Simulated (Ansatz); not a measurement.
## Strain response of AlGaN2

Level of theory: Ansatz 0.2.0, DFT LDA, scalar-relativistic, plane waves, PAW. (420 eV cutoff, 8×8×6 k-mesh, Gaussian smearing of 0.02 eV, no spin polarisation)

Reference structure (relaxed):

```
Al Ga N
1.0
     3.11529    0.00000    0.00000
     0.00000    3.11529    0.00000
     0.00000    0.00000    4.38433
Al Ga N
1 1 2
Direct
  0.50000 0.50000 0.50000
  0.00000 0.00000 0.00000
  0.50000 0.00000 0.74005
  0.00000 0.50000 0.25995
```

Deformation: biaxial strain in the a-b plane, with the length and tilt of c and the atoms relaxed, all within the symmetry that the strain leaves. Energies are extrapolated to zero smearing. Stress is positive in compression, on the Cartesian axes of the cell above. Gaps are Kohn–Sham gaps over the whole zone.

```csv
strain (%),ΔE (meV/atom),a (Å),b (Å),c (Å),σxx (GPa),σyy (GPa),σzz (GPa),gap (eV)
-6.0,78.1,2.928,2.928,4.651,21.24,21.24,0.00,2.86
-4.0,32.9,2.991,2.991,4.568,13.06,13.06,0.01,2.99
-2.0,7.8,3.053,3.053,4.479,6.03,6.03,0.00,3.13
+0.0,0.0,3.115,3.115,4.384,-0.01,-0.01,-0.01,3.05
+2.0,7.0,3.178,3.178,4.282,-5.16,-5.16,0.00,2.98
+4.0,26.6,3.240,3.240,4.173,-9.58,-9.58,-0.01,2.81
+6.0,56.7,3.302,3.302,4.056,-13.42,-13.42,-0.01,2.61
```